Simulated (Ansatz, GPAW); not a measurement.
Given: the input of a run of Ansatz 0.2.0 on PbS (Galena). 

File input.yaml:

```yaml
crystal:
  lattice:
    - [0.0, 2.96575, 2.96575]
    - [2.96575, 0.0, 2.96575]
    - [2.96575, 2.96575, 0.0]
  atoms:
    - { symbol: Pb, position: [0.0, 0.0, 0.0] }
    - { symbol: S, position: [0.5, 0.5, 0.5] }
kpoints:
  mp_grid: { grid: [8, 8, 8] }
scf:
  occupations: { method: gaussian, width: 0.022 }
hamiltonian:
  xc: pbe
  pseudopotentials: { kind: all_electron, lapw: { basis_error: 0.001 } }
output:
  forces: true
  stress: true
  eigenvalues: true
```

Potentials or basis: all-electron LAPW, scalar-relativistic.

The run is started by

```sh
$ ansatz run input.yaml --threads 1 --pin off --max-ram 3072MiB --backend cpu --events-out ev --progress --plain --runs-dir out
```

Question: Translate it to GPAW 26.7.0 (ASE script). Potentials or basis there: GPAW PAW data sets (gpaw-data 1.2.1), cutoff 600 eV.

Answer: As run (cutoffs and basis follow the program's own potentials, and thresholds, step limits or extra output files can differ):

File run.py:

```python
from ase.dft.bandgap import bandgap
from ase.io import read, write
from ase.units import GPa
from gpaw import GPAW, PW

atoms = read('POSCAR')

calc = GPAW(mode=PW(600),
            xc='PBE',
            kpts={'size': (8, 8, 8), 'gamma': True},
            occupations={'name': 'methfessel-paxton', 'order': 0, 'width': 0.022},
            nbands=19,
            convergence={'density': 1e-05, 'energy': 1e-05},
            maxiter=150,
            txt='gpaw.txt')
atoms.calc = calc
energy = atoms.get_potential_energy()
forces = atoms.get_forces()
stress = atoms.get_stress()
calc.write('gs.gpw')
write('result.traj', atoms)
print(f'Energy: {energy:.6f} eV')
print('Forces (eV/A):')
print(forces.round(4))
print('Stress (GPa):', (stress / GPa).round(3))
print('Fermi level:', round(calc.get_fermi_level(), 4), 'eV')
print(f'Gap: {bandgap(calc)[0]:.4f} eV, direct: {bandgap(calc, direct=True)[0]:.4f} eV')
```

Contents of POSCAR:

```
PbS
1.0
    0.0000000000      2.9657500000      2.9657500000
    2.9657500000      0.0000000000      2.9657500000
    2.9657500000      2.9657500000      0.0000000000
Pb S
1 1
Direct
    0.0000000000      0.0000000000      0.0000000000
    0.5000000000      0.5000000000      0.5000000000
```

Potentials or basis: GPAW PAW data sets (gpaw-data 1.2.1), pw.

Run with:

```console
$ OMP_NUM_THREADS=1 python run.py
```

Both were run:

|  | Ansatz | GPAW |
| --- | --- | --- |
| Pressure | 2.2 GPa | 2.0 GPa |

Where Ansatz's input types no cutoff or centring, it takes its own default and a Γ-centred mesh.

Pressure is positive in compression.
